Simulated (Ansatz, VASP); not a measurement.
Given: the input of a run of Ansatz 0.2.0 on Al.

The input input.yaml:

```yaml
crystal:
  lattice:
    - [0.0, 2.024805, 2.024805]
    - [2.024805, 0.0, 2.024805]
    - [2.024805, 2.024805, 0.0]
  atoms:
    - { symbol: Al, position: [0.0, 0.0, 0.0] }
hamiltonian:
  xc: pbe
  pseudopotentials: { kind: paw }
kpoints:
  mp_grid: { grid: [11, 11, 11] }
scf:
  occupations: { method: gaussian, width: 0.022 }
output:
  forces: true
  stress: true
  eigenvalues: true
```

Potentials or basis: Ansatz PAW.

Run with:

```bash
$ ansatz run input.yaml --threads 2 --pin off --max-ram 5632MiB --backend cpu --events-out ev --progress --plain --runs-dir out
```

Problem. Set up the same calculation for VASP 6.6.1. Potentials there: VASP PAW PBE potentials, release 64 (Al).

Solution. As run (the cutoff follows the program's own potentials):

The input INCAR:

```
SYSTEM = Al
ALGO = Normal
EDIFF = 1E-6
ENCUT = 520
GGA = PE
ISIF = 2
ISMEAR = 0
LASPH = .TRUE.
LCHARG = .FALSE.
LREAL = .FALSE.
LWAVE = .FALSE.
NBANDS = 8
NELM = 100
PREC = Accurate
SIGMA = 0.022
```

File KPOINTS:

```
k-points
0
G
  11 11 11
  0 0 0
```

File POSCAR:

```
Al
1.0
    0.0000000000      2.0248050000      2.0248050000
    2.0248050000      0.0000000000      2.0248050000
    2.0248050000      2.0248050000      0.0000000000
Al
1
Direct
    0.0000000000      0.0000000000      0.0000000000
```

Potentials or basis: VASP PAW PBE potentials, release 64 (Al).

The run is started by

```console
$ cat potpaw_PBE.64/Al/POTCAR > POTCAR
$ mpirun -np 1 vasp_std > vasp.out
```

Both were run:

|  | VASP | Ansatz | Ansatz less VASP |
| --- | --- | --- | --- |
| gap on the k mesh at the Fermi level (eV) | none | none | - |
| pressure (GPa) | -0.5 | -0.5 | +0.04 |

A gap of «none» marks a metal or a gap that the smearing closes.
